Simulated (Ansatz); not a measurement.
# Si: equation of state with LDA

The system is Si.

```
Si
1.0
    -2.37137    2.37137    1.32927
     2.37137   -2.37137    1.32927
     2.37137    2.37137   -1.32927
Si
2
Cartesian
  0.0000 0.0000 1.3293
  2.3714 0.0000 0.6646
```

This isn't the form of Si at room conditions, which is diamond.

```yaml
Program: Ansatz 0.2.0
Task: equation of state
Functional: LDA
Potentials_or_basis: Ansatz PAW
Cutoff: 420 eV
Density_cutoff: 1680 eV
k_mesh: 11 × 11 × 11
Occupations: fermi-dirac, width 0.05 eV
Spin: no spin polarisation
```

The equilibrium volume is 14.84 Å³/atom. The bulk modulus at fixed shape and positions is 117 GPa. The pressure derivative of the bulk modulus is 4.7.

Energy against volume, from the lowest point:
```csv
volume (Å³/atom),energy (meV/atom)
14.053,16.49
14.352,5.89
14.651,0.58
14.950,0.00
15.249,3.63
15.548,11.01
15.847,21.73
```

All runs of the series together: 8.5 s on 2 threads of AMD EPYC 7R13 Processor (Zen 3), with other jobs on the host.

Caveat: the cell was scaled at fixed shape and fractional positions, which overstates the stiffness of a crystal with free parameters, most of all of layers and chains.
